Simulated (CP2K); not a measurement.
TiO2 in CP2K: the effect of functional

The system is TiO2.

```
Ti O
1.0
     5.51847    0.00000    0.00000
    -1.60180    5.28088    0.00000
    -1.60188   -2.90482    4.41016
Ti O
4 8
Direct
  0.00000 0.50000 0.00000
  0.00000 0.00000 0.50000
  0.49524 0.24524 0.25000
  0.50475 0.75475 0.75000
  0.69508 0.69523 0.50015
  0.69508 0.19493 0.99985
  0.80452 0.74962 0.05490
  0.19472 0.74962 0.44510
  0.80528 0.25038 0.55490
  0.30492 0.80507 0.00015
  0.19548 0.25038 0.94510
  0.30492 0.30477 0.49985
```

The cell is a database's computed one.

Alike in all runs:

| Property | Result |
| --- | --- |
| Program | CP2K 2026.2 |
| Task | band structure |
| Potentials or basis | POTENTIAL_UZH Ti GTH-PBE-q12, O GTH-PBE-q6; DZVP-MOLOPT-PBE-GTH basis |
| Density cutoff | 11565 eV |
| k mesh | 5 × 5 × 5 |
| Occupations | fermi-dirac, width 0.05 eV |
| Spin | no spin polarisation |

Problem. One run gave: gap on the mesh 1.92 eV; pressure -2.6 GPa; largest force 0.07 eV/Å. Which functional did it use?
A. BLYP
B. OLYP
C. TPSS
D. BEEF-vdW
E. PBE

Solution. C.

```tsv
functional	gap on the mesh (eV)	pressure (GPa)	largest force (eV/Å)
PBE	1.78	-0.3	0.07
LDA	1.72	-10.7	0.15
PBEsol	1.75	-6.3	0.12
BLYP	1.78	5.2	0.03
OLYP	1.80	0.2	0.22
BEEF-vdW	1.77	1.0	0.04
TPSS	1.92	-2.6	0.07
```

Caveats: the basis of atomic orbitals isn't converged, which shifts pressures, moduli and gaps; the potentials were made for another functional, which shifts forces and pressure (some runs).

A k mesh can miss the band edges.

Not every run made on this cell is shown here.
